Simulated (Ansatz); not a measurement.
Strain and the gap of ZnS (zincblende)

ZnS (zincblende), relaxed with r2SCAN in the PAW code Ansatz. It is cubic, F-43m (No. 216); a = 5.388 Å in the conventional setting, 19.55 Å³ an atom. Zn is surrounded by 4 S at 2.33 Å; S is surrounded by 4 Zn at 2.33 Å.

The axes x, y and z are those of this cell:
```xyz
2
Lattice="0.0000 2.6941 2.6941 2.6941 0.0000 2.6941 2.6941 2.6941 0.0000" Properties=species:S:1:pos:R:3 pbc="T T T"
Zn    0.0000    0.0000    0.0000
S     1.3470    1.3470    1.3470
```

Unstrained: The PBE gap is direct at Γ: 2.147 eV. r2SCAN gives a direct gap of 2.705 eV at Γ. The HSE06 gap is direct at Γ: 3.378 eV. Meshes: PBE 8×8×8, r2SCAN 8×8×8, HSE06 6×6×6. Strains are changes of length per length. After each strain the atoms were relaxed again with r2SCAN within the symmetry that the strain leaves, so tilts or polar shifts that break it weren't tested; points keep the names that they have in the unstrained zone. Calculated for a static, non-magnetic cell.

Changes of the least gap in eV (an overlap counts as a negative gap):
```tsv
strain	volume change (%)	space group	PBE	r2SCAN	HSE06	energy rise, r2SCAN (meV/atom)
epitaxial -4.0 % in the plane normal to [111], free normal strain +2.65 %	-5.4	R3m	-0.025	-0.032	-0.029	34.0
epitaxial -3.0 % in the plane normal to [111], free normal strain +1.97 %	-4.1	R3m	+0.014	+0.013	+0.015	18.9
epitaxial -2.0 % in the plane normal to [111], free normal strain +1.30 %	-2.7	R3m	+0.030	+0.031	+0.032	8.3
epitaxial -1.0 % in the plane normal to [111], free normal strain +0.67 %	-1.3	R3m	+0.022	+0.023	+0.023	2.1
epitaxial +1.0 % in the plane normal to [111], free normal strain -0.55 %	+1.4	R3m	-0.116	-0.123	-0.127	1.9
epitaxial +2.0 % in the plane normal to [111], free normal strain -1.15 %	+2.8	R3m	-0.232	-0.246	-0.254	7.5
epitaxial +3.0 % in the plane normal to [111], free normal strain -1.75 %	+4.2	R3m	-0.344	-0.366	-0.378	16.7
epitaxial +4.0 % in the plane normal to [111], free normal strain -2.30 %	+5.7	R3m	-0.449	-0.482	-0.497	29.3
```

Epitaxial -4.0 % in the plane normal to [111], free normal strain +2.65 %. HSE06: the gap goes from 3.378 to 3.349 eV (-0.029 eV); with r2SCAN the top three valence levels at Γ, degenerate before, become 2+1 from the top over 466 meV. Stress change with r2SCAN, compression positive: xx +4.78, yy +4.78, zz +4.78, xy -2.41, xz -2.41, yz -2.41 GPa.

Epitaxial -3.0 % in the plane normal to [111], free normal strain +1.97 %. HSE06: the gap goes from 3.378 to 3.393 eV (+0.015 eV); with r2SCAN the top three valence levels at Γ, degenerate before, become 2+1 from the top over 329 meV. Stress change with r2SCAN, compression positive: xx +3.50, yy +3.50, zz +3.50, xy -1.77, xz -1.77, yz -1.77 GPa.

Epitaxial -2.0 % in the plane normal to [111], free normal strain +1.30 %. HSE06: the gap goes from 3.378 to 3.410 eV (+0.032 eV); with r2SCAN the top three valence levels at Γ, degenerate before, become 2+1 from the top over 205 meV. Stress change with r2SCAN, compression positive: xx +2.28, yy +2.28, zz +2.28, xy -1.16, xz -1.16, yz -1.16 GPa.

Epitaxial -1.0 % in the plane normal to [111], free normal strain +0.67 %. HSE06: the gap goes from 3.378 to 3.401 eV (+0.023 eV); with r2SCAN the top three valence levels at Γ, degenerate before, become 2+1 from the top over 98 meV. Stress change with r2SCAN, compression positive: xx +1.08, yy +1.08, zz +1.08, xy -0.56, xz -0.56, yz -0.56 GPa.

Epitaxial +1.0 % in the plane normal to [111], free normal strain -0.55 %. HSE06: the gap goes from 3.378 to 3.251 eV (-0.127 eV); with r2SCAN the top three valence levels at Γ, degenerate before, become 1+2 from the top over 79 meV. Stress change with r2SCAN, compression positive: xx -1.10, yy -1.10, zz -1.10, xy +0.51, xz +0.51, yz +0.51 GPa.

Epitaxial +2.0 % in the plane normal to [111], free normal strain -1.15 %. HSE06: the gap goes from 3.378 to 3.124 eV (-0.254 eV); with r2SCAN the top three valence levels at Γ, degenerate before, become 1+2 from the top over 150 meV. Stress change with r2SCAN, compression positive: xx -2.08, yy -2.08, zz -2.08, xy +1.00, xz +1.00, yz +1.00 GPa.

Epitaxial +3.0 % in the plane normal to [111], free normal strain -1.75 %. HSE06: the gap goes from 3.378 to 3.000 eV (-0.378 eV); with r2SCAN the top three valence levels at Γ, degenerate before, become 1+2 from the top over 211 meV. Stress change with r2SCAN, compression positive: xx -2.99, yy -2.99, zz -2.99, xy +1.47, xz +1.47, yz +1.47 GPa.

Epitaxial +4.0 % in the plane normal to [111], free normal strain -2.30 %. HSE06: the gap goes from 3.378 to 2.881 eV (-0.497 eV); with r2SCAN the top three valence levels at Γ, degenerate before, become 1+2 from the top over 259 meV. Stress change with r2SCAN, compression positive: xx -3.84, yy -3.84, zz -3.84, xy +1.90, xz +1.90, yz +1.90 GPa.

The meshes of the hybrids are coarse, so their gaps aren't converged to the digits shown.

The splittings at Γ are without spin-orbit coupling, which regroups them where it is of like size or larger.
